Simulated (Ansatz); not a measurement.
# GeS — ⁷³Ge NMR of the central transition

Cell: a Materials Project structure (computed, not necessarily an observed phase) whose atoms were relaxed with PBE, the cell held.

Space group Pnma (No. 62); a = 10.7808, b = 3.6031, c = 4.5231 Å.

```csv
site,Wyckoff,site symmetry,x,y,z
Ge,4c,.m.,0.8745,0.2500,0.3582
S,4c,.m.,0.6532,0.2500,0.4990
```

One atom of each set is listed.

Level of theory: DFT, PBE, plane waves and PAW, scalar-relativistic, 420 eV cutoff, Γ-centred 3×9×7 k-points, Fermi–Dirac smearing 0.01 eV (Ansatz 0.2.0).

⁷³Ge has I = 9/2 and Q = -196.0 mb (Pyykkö 2018); at 28.2 T its Larmor frequency is ν₀ = 42.0 MHz. Only the quadrupole interaction is simulated: positions count from each site's isotropic chemical shift, and shift anisotropy, dipolar and J coupling are left out.

(1) Give C_Q, η, the quadrupolar product P_Q = |C_Q|(1 + η²/3)^½, the second-order isotropic shift and the breadth of the pattern (static powder) for each Ge site.

Answers

(1) 

| site | first shell | C_Q (MHz) | η | P_Q (MHz) | δ_QIS (ppm) | breadth (kHz) |
| --- | --- | --- | --- | --- | --- | --- |
| Ge | 3 S at 2.44–2.47 Å | 37.1 | 0.30 | 37.7 | -1118 | 301 |

δ_QIS = −(ν_Q²/30ν₀²)[I(I+1) − 3/4](1 + η²/3) × 10⁶ ppm with ν_Q = 3|C_Q|/[2I(2I−1)]; it falls as 1/B₀² in ppm, and the breadth as 1/B₀ in kHz.

At Ge V_zz stands upright on the plane through its three neighbours (within 2°).

The relaxation (4 steps) took 3 min of wall time (3 min of CPU time) and 0.58 GiB at its peak, on 1 thread of Arm Neoverse N1 (aarch64; 36 cores open to the job, memory cap 3.0 GiB, no GPU), a shared host with a load of 0.9 a core.
